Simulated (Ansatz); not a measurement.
## HfO2: what each run costs

Cell: 12 atoms, space group Pca2_1, a = 5.219 Å, b = 5.005 Å, c = 5.033 Å, α = 90.00°, β = 90.00°, γ = 90.00°.

All runs are DFT with Ansatz 0.2.0 on 1 thread of Arm Neoverse N1 (aarch64; 36 cores open to the job, memory cap 3.0 GiB, no GPU), a shared host.

Task: Rank the runs by wall time, shortest first.
A. single point, PBE with spin–orbit coupling, gradients read without the response of the cores, 420 eV, 4×4×4 k-points, smearing 0.02 eV
B. single point, PBE, gradients read without the response of the cores, 420 eV, 4×4×4 k-points, smearing 0.02 eV
C. single point, r2SCAN, gradients read without the response of the cores, 500 eV, 4×4×4 k-points, smearing 0.02 eV

Result: B (85 s, 0.49 GiB), C (2.8 min, 0.72 GiB), A (13 min, 1.5 GiB).
